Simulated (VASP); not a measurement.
Crystal: TaN.

```xyz
2
Lattice="0.0000 2.2113 2.2113 2.2113 0.0000 2.2113 2.2113 2.2113 0.0000" Properties=species:S:1:pos:R:3 pbc="T T T"
Ta    2.2113    2.2113    2.2113
N     0.0000    0.0000    0.0000
```

The cell comes from a database or a generator and needn't be the stable form of this composition.

| Property | Result |
| --- | --- |
| Program | VASP 6.6.1 |
| Task | single point |
| Functional | PBEsol |
| Potentials or basis | VASP PAW PBE potentials, release 64 (Ta_pv, N) |
| Cutoff | 520 eV |
| k mesh | 10 × 10 × 10 |
| Occupations | fermi-dirac, width 0.05 eV |
| Spin | no spin polarisation |

On this cell: pressure -9.9 GPa; largest force zero by symmetry; band gap on the k mesh none (metal or under the smearing width).

The same run follows on a disturbed copy (atoms moved at random, drawn with an rms of 0.05 Å):

```
Ta N
1.0
     0.00000    2.21132    2.21132
     2.21132    0.00000    2.21132
     2.21132    2.21132    0.00000
Ta N
1 1
Cartesian
  2.2405 2.3053 2.2063
  0.0022 0.0062 -0.0610
```

Q: What does the disturbed cell give?

A: The energy (extrapolated to zero smearing) moves by +19.6 meV/atom; pressure -8.1 GPa; largest force 0.785 eV/Å; band gap on the k mesh none (metal or under the smearing width).

Forces in eV/Å, atoms in the order of the input:
```
Ta  -0.195 -0.637 -0.416
N    0.195  0.637  0.416
```

Stress tensor (GPa, compression positive):
```
-9.23 -0.17 -0.07
-0.17 -6.66 -0.29
-0.07 -0.29 -8.32
```

Caveats: the PAW data sets were made with another functional, which shifts forces and pressure a little.
